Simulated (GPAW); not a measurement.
Crystal: BaTiO3 (Barioperovskite).

```xyz
5
Lattice="3.9855 0.0000 0.0000 0.0000 2.8369 2.8451 0.0000 -2.8369 2.8451" Properties=species:S:1:pos:R:3 pbc="T T T"
Ba    0.0000    0.0000    0.0000
Ti    1.9928    0.0000    2.9157
O     1.9928    1.3804    4.2594
O     1.9928   -1.3804    4.2594
O     0.0000    0.0000    2.7735
```

Program: GPAW 26.7.0. Alike in all runs: no spin polarisation; cell as given; smearing fermi-dirac 0.05 eV.

Task: Order these runs on this cell by their pressure, lowest first.
A. level LDA; potentials or basis the program's PAW data sets (release 1.2.1) made for this functional, pw; k mesh 6 × 6 × 6; cutoff (eV) 600; maxiter 120; convergence default
B. level revPBE; potentials or basis the program's PAW data sets (release 1.2.1) made for this functional, pw; k mesh 5 × 5 × 5; cutoff (eV) 800; maxiter 150
C. level PW91; potentials or basis PAW data sets generated in the run's folder for this functional, pw; k mesh 5 × 5 × 5; cutoff (eV) 800; maxiter 150
D. level r2SCAN; potentials or basis GPAW PAW data sets (gpaw-data 1.2.1), pw; k mesh 5 × 5 × 5; cutoff (eV) 800; maxiter 150; band path GXSRAZGYX1A1TY,ZT; band points 60
E. level LDA; potentials or basis the program's PAW data sets (release 1.2.1) made for this functional, pw; k mesh 5 × 5 × 5; cutoff (eV) 800; maxiter 150

Result: A (-11.8 GPa), E (-7.3 GPa), D (0.6 GPa), C (3.0 GPa), B (6.8 GPa).

Caveats: the cutoff is short for stress and forces, so pressures can be off by a GPa or more (some runs); the PAW data sets were made with another functional, which shifts forces and pressure a little (some runs).

Runs at the PBE level aren't shown here.
